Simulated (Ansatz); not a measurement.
## SiC: stiffness from a series of strains

```
CELL_PARAMETERS angstrom
3.07600 0.00000 0.00000
-1.53800 2.66389 0.00000
0.00000 0.00000 5.04800
ATOMIC_POSITIONS crystal
Si 0.33333 0.66667 0.00000
Si 0.66667 0.33333 0.50000
C 0.33333 0.66667 0.38500
C 0.66667 0.33333 0.88500
```

Atoms are numbered in the order listed.

The geometry is COD entry 9008875, unchecked; take it as a test cell.

Computed with Ansatz 0.2.0, DFT, PBEsol, all-electron LAPW, scalar-relativistic.

The runs use a Γ-centred 15×15×8 k mesh, Fermi–Dirac smearing of 0.08 eV, basis error target 1 meV/atom, no spin polarisation.

The strain is applied along the Cartesian axes of the cell as listed (the other components stay zero). Fractional coordinates are held (clamped ions).

σ is the change of stress from the unstrained cell, which is at 0.21 GPa; tension is positive, so slopes are stress–strain coefficients at that pressure.

Only quantities that a quadratic follows smoothly over the whole series are listed; rougher ones are left out.

```csv
εzz,σzz (GPa),σxx (GPa)
-0.0300,-17.27,-1.37
-0.0200,-11.06,-0.89
-0.0100,-5.32,-0.43
0.0000,0.00,0.00
0.0200,9.45,0.79
0.0300,13.64,1.16
```

**Question.** Fit the series and read off the stiffness at zero strain.

**Answer.** Least-squares fits y = p0 + p1 x + p2 x² to the rows give σzz (GPa): p1 = 514, p2 = -2000; σxx (GPa): p1 = 42.1, p2 = -120. So C33 = 514 GPa and C13 = 42 GPa, for these axes.

**Question.** One run, at εzz = 0.0100, is withheld. Predict its row.

**Answer.** The fits give 4.95, 0.41; the run gave 4.91, 0.41.
